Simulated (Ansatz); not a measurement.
**GaP: the band gap up the ladder of functionals**

The task here is to estimate one member of a computed series from the others.

Program: Ansatz 0.2.0. PAW datasets, plane waves. No spin polarisation and no zero-point or thermal motion.

### The cell

The cell was relaxed beforehand with r2SCAN.

It is cubic, F-43m (No. 216); a = 5.451 Å in the conventional setting, 20.24 Å³ an atom. Ga has 4 P at 2.36 Å; P has 4 Ga at 2.36 Å.

As a file:

```
CELL_PARAMETERS angstrom
0.00000 2.72541 2.72541
2.72541 0.00000 2.72541
2.72541 2.72541 0.00000
ATOMIC_POSITIONS crystal
Ga 0.00000 0.00000 0.00000
P 0.25000 0.25000 0.25000
```

Set-up of the first run:

The input, input.yaml:

```yaml
crystal:
  lattice:
    - [0.0, 2.7254101929, 2.7254101929]
    - [2.7254101929, 0.0, 2.7254101929]
    - [2.7254101929, 2.7254101929, 0.0]
  atoms:
    - { symbol: Ga, position: [0.0, 0.0, 0.0] }
    - { symbol: P, position: [0.25, 0.25, 0.25] }
kpoints:
  mp_grid: { grid: [8, 8, 8] }
  band_path:
    path:
      - [[0.0, 0.0, 0.0], [-0.5, -0.5, -6.823966523876e-34], [-0.375, -0.375, 0.25]]
      - [[-0.375, -2.2209607364e-17, 0.375], [0.0, 0.0, 0.0], [-1.480640490933e-17, -1.480640490933e-17, 0.5], [-0.5, -0.25, 0.25], [-0.5, -0.5, -6.823966523876e-34]]
    npoints: 10
hamiltonian:
  xc: pbe
scf:
  occupations: { method: fermi_dirac, width: 0.02 }
  n_extra_bands: 4
output:
  forces: true
  stress: true
  eigenvalues: true
```

On the command line:

```
$ ansatz run input.yaml --threads 2 --pin off --max-ram 2211MiB --backend cpu --events-out ev --progress --plain --runs-dir out
```

Among the steps run: Band structure with PBE; Single point with r2SCAN; HSE06; Single point with PBE+SOC; PBE0 at the same geometry; LDA; Quasiparticle levels, G0W0@PBE; One-shot GW from PBE; DDH-PBE0 at the same geometry; Single point with HSE06+SOC; Hartree-Fock at the same geometry; Single point with LC-ωPBE.

One table of the session follows, with a row left open; its other results are not shown here.

```
                     level  gap (eV)
                       PBE      1.60
                    r2SCAN      1.84
                     HSE06      2.26
                   PBE+SOC      1.56
                      PBE0      2.93
                       LDA      1.44
G0W0@PBE (120 empty bands)      2.03
G0W0@PBE (300 empty bands)      2.11
                  DDH-PBE0      2.09
                 HSE06+SOC      2.25
              Hartree-Fock      7.60
                   LC-ωPBE         ?
```

Q: Estimate the row for LC-ωPBE from the others.

As computed: gap (eV): 6.60. In the column «gap (eV)» it lies between PBE0 (2.93) and Hartree-Fock (7.60).

Meshes: PBE 8×8×8, r2SCAN 8×8×8, HSE06 6×6×6, PBE+SOC 8×8×8, PBE0 6×6×6, LDA 8×8×8, DDH-PBE0 6×6×6, HSE06+SOC 4×4×4, Hartree-Fock 6×6×6, LC-ωPBE 6×6×6.

Caveats from the session: G0W0 here is at a finite number of bands, screening cutoff and k mesh, not at the basis limit. Warnings in the runs' records: stress scf threshold loose, stress exchange threshold loose.
